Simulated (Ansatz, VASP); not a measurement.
# One calculation of Cu, two programs

```
CELL_PARAMETERS angstrom
2.45721 0.00000 0.00000
-1.22861 2.12801 0.00000
0.00000 0.00000 29.11543
ATOMIC_POSITIONS crystal
Cu 0.00000 0.00000 0.33425
Cu 0.00000 0.00000 0.24963
```

Alike in both runs: functional PBE; k mesh 12 × 12 × 1; occupations gaussian, width 0.1 eV; no spin polarisation.

Ansatz relaxed the structure, and its values are those at the end. VASP's run is a single point on that final structure, the one shown.

|  | VASP | Ansatz |
| --- | --- | --- |
| version | VASP 6.6.1 | Ansatz 0.2.0 |
| potentials or method | VASP PAW PBE potentials, release 64 (Cu) | scalar-relativistic, plane waves, PAW |
| plane-wave cutoff (eV) | 520 | 420 |
| valence electrons in the cell | 22 | 38 |

|  | VASP | Ansatz | Ansatz less VASP |
| --- | --- | --- | --- |
| gap on the k mesh at the Fermi level (eV) | none | none | - |
| rms of the force components (eV/Å) | 0.008 | 0.002 | -0.0054 |

A gap of «none» marks a metal or a gap that the smearing closes. The two sets of potentials don't hold the same shells in valence.
